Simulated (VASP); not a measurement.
Here is a VASP 6.6.1 calculation.

POSCAR

```
NiO2
1.0
    2.7762368349      0.0000000000      0.0000000000
   -1.3881184174      2.4042916259      0.0000000000
    0.0000000000      0.0000000000      4.6069963193
Ni O
1 2
Direct
    0.0000000000      0.0000000000      0.5000000000
    0.6666666667      0.3333333333      0.7038965614
    0.3333333333      0.6666666667      0.2961034386
```

Contents of INCAR.step1:

```
SYSTEM = NiO2
PREC = Accurate ; ENCUT = 520
ISMEAR = -5 ; SIGMA = 0.02
LREAL = .FALSE. ; LASPH = .TRUE.
NELM = 100 ; LMAXMIX = 4
NBANDS = 18 ; GGA = PE
ALGO = Normal ; EDIFF = 1E-4
LWAVE = .TRUE. ; LCHARG = .FALSE.
```

The input INCAR.step2:

```
SYSTEM = NiO2
PREC = Accurate ; ENCUT = 520
EDIFF = 1E-6 ; ISMEAR = 0
SIGMA = 0.02 ; LREAL = .FALSE.
LASPH = .TRUE. ; NELM = 100
ALGO = Normal ; ISIF = 2
LWAVE = .FALSE. ; LCHARG = .FALSE.
LMAXMIX = 4 ; METAGGA = R2SCAN
LMIXTAU = .TRUE. ; LORBIT = 11
NBANDS = 18 ; ISTART = 1
```

KPOINTS

```
Automatic mesh
0
G
  12 12 6
  0 0 0
```

Potentials or basis: VASP PAW PBE potentials, release 64 (Ni, O).

Command:

```console
$ cat potpaw_PBE.64/Ni/POTCAR potpaw_PBE.64/O/POTCAR > POTCAR
$ cp INCAR.step1 INCAR
$ mpirun -np 1 vasp_std > vasp.out
$ cp INCAR.step2 INCAR
$ mpirun -np 1 vasp_std > vasp.out
```

Predict the largest force.

0.136 eV/Å.

Estimate the band gap on the k mesh.

1.40 eV, indirect (least direct gap 1.60 eV).

Predict the pressure.

1.5 GPa.

Forces on the atoms (eV/Å):
```
Ni   0.000  0.000  0.000
O    0.000  0.000  0.136
O    0.000  0.000 -0.136
```

Caveat: the PAW data sets were made with another functional, which shifts forces and pressure a little. Spin polarisation is off, so any magnetic state and its effect on volume and gap are missing.
